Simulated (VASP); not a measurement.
## SnSe: relaxation of cell and atoms with PBE

SnSe:

```
Sn Se
1.0
    11.42000    0.00000    0.00000
     0.00000    4.19000    0.00000
     0.00000    0.00000    4.46000
Sn Se
4 4
Direct
  0.12300 0.25000 0.09100
  0.37700 0.75000 0.59100
  0.62300 0.25000 0.40900
  0.87700 0.75000 0.90900
  0.35700 0.25000 0.01600
  0.14300 0.75000 0.51600
  0.85700 0.25000 0.48400
  0.64300 0.75000 0.98400
```

```yaml
Program: VASP 6.6.1
Task: relaxation of cell and atoms
Functional: PBE
Potentials_or_basis: VASP PAW PBE potentials, release 64 (Sn_d, Se)
Cutoff: 600 eV
k_mesh: 4 × 8 × 8
Occupations: gaussian, width 0.03 eV
Spin: no spin polarisation
Further_INCAR_settings: ALGO = Normal; EDIFF = 1e-06; IBRION = 2; EDIFFG = -0.01; NSW = 90; ISIF = 3
```

```
Relaxed volume                         : 28.25 Å³/atom
Relaxed cell                           : a = 11.766 Å, b = 4.206 Å, c = 4.566 Å, α = 90.00°, β = 90.00°, γ = 90.00°
Space group after relaxing (to 0.05 Å) : Pnma (No. 62)
Energy gained by relaxing              : 13.9 meV/atom
Ionic steps                            : 36
Pressure after relaxing                : 0.0 GPa
Band gap on the k mesh                 : 0.69 eV, indirect (least direct gap 0.95 eV)
```

Forces in eV/Å, atoms in the order of the input:
```
Sn  -0.001  0.000  0.002
Sn   0.001  0.000  0.002
Sn  -0.001  0.000 -0.002
Sn   0.001  0.000 -0.002
Se   0.002  0.000 -0.002
Se  -0.002  0.000 -0.002
Se   0.002  0.000  0.002
Se  -0.002  0.000  0.002
```

Step by step:
```tsv
step	energy change (eV)	largest force (eV/Å)	pressure (GPa)	volume (Å³)
1	0.0000	0.3318	2.42	213.41
2	-0.0773	0.2142	-0.90	226.09
3	-0.0926	0.0984	-0.02	222.21
4	-0.0963	0.0760	0.06	222.29
5	-0.0989	0.0723	0.19	222.42
6	-0.1019	0.0532	0.06	223.61
7	-0.1033	0.0285	-0.19	226.28
8	-0.1037	0.0303	-0.13	225.49
9	-0.1047	0.0285	0.07	225.34
10	-0.1047	0.0312	0.08	225.32
11	-0.1058	0.0210	0.02	225.85
12	-0.1060	0.0191	-0.02	226.32
13	-0.1065	0.0244	-0.02	226.47
14	-0.1066	0.0310	-0.02	226.57
15	-0.1072	0.0269	-0.01	226.44
16	-0.1083	0.0181	0.06	226.05
17	-0.1086	0.0343	0.22	225.27
18	-0.1088	0.0255	0.14	225.63
19	-0.1091	0.0231	0.12	225.73
20	-0.1096	0.0158	0.04	226.04
21	-0.1098	0.0301	-0.09	226.64
22	-0.1099	0.0230	-0.07	226.45
23	-0.1100	0.0187	-0.04	226.37
24	-0.1102	0.0120	0.00	226.23
25	-0.1102	0.0136	0.00	226.19
26	-0.1103	0.0137	0.02	226.17
27	-0.1104	0.0178	0.02	226.10
28	-0.1104	0.0205	0.04	226.08
29	-0.1105	0.0189	0.01	226.16
30	-0.1106	0.0156	-0.05	226.40
31	-0.1108	0.0126	-0.03	226.32
32	-0.1109	0.0115	0.02	226.07
33	-0.1110	0.0095	0.03	226.06
34	-0.1112	0.0039	0.03	226.00
35	-0.1111	0.0102	0.04	225.88
36	-0.1113	0.0029	0.01	225.96
```

Final structure:
```xyz
8
Lattice="11.7656 0.0000 0.0000 0.0000 4.2064 0.0000 0.0000 0.0000 4.5657" Properties=species:S:1:pos:R:3 pbc="T T T"
Sn    1.4213    1.0516    0.5287
Sn    4.4615    3.1548    2.8115
Sn    7.3041    1.0516    1.7542
Sn   10.3443    3.1548    4.0370
Se    4.1760    1.0516    0.1092
Se    1.7068    3.1548    2.3920
Se   10.0588    1.0516    2.1737
Se    7.5896    3.1548    4.4565
```

Levels at points of the mesh, in eV from the valence-band top:
| k point | band 38 | band 39 | band 40 | band 41 | band 42 | band 43 |
| --- | --- | --- | --- | --- | --- | --- |
| (0.00, 0.00, 0.00) | -1.08 | -0.62 | -0.43 | 0.84 | 2.79 | 2.99 |
| (0.50, 0.00, 0.00) | -1.68 | -0.47 | -0.47 | 2.53 | 2.53 | 2.70 |
| (0.00, 0.50, 0.00) | -0.88 | -0.80 | -0.80 | 1.14 | 1.14 | 1.25 |
| (0.50, 0.50, 0.00) | -0.96 | -0.96 | -0.96 | 1.43 | 1.43 | 1.43 |
| (0.00, 0.00, 0.50) | -0.72 | -0.20 | -0.20 | 1.28 | 1.28 | 1.66 |
| (0.50, 0.00, 0.50) | -0.42 | -0.23 | -0.23 | 1.28 | 1.28 | 1.71 |
| (0.00, 0.50, 0.50) | -2.10 | -1.25 | -1.25 | 2.64 | 2.64 | 3.05 |
| (0.50, 0.50, 0.50) | -1.42 | -1.42 | -1.42 | 2.56 | 2.56 | 2.56 |

Run time: 91 min on 2 MPI ranks on AMD EPYC 9R45 (Zen 5) (shared host), peak memory 0.85 GiB a rank.

Caveat: spin-orbit coupling is left out, which moves the levels of the heavy elements. A k mesh can miss the band edges.
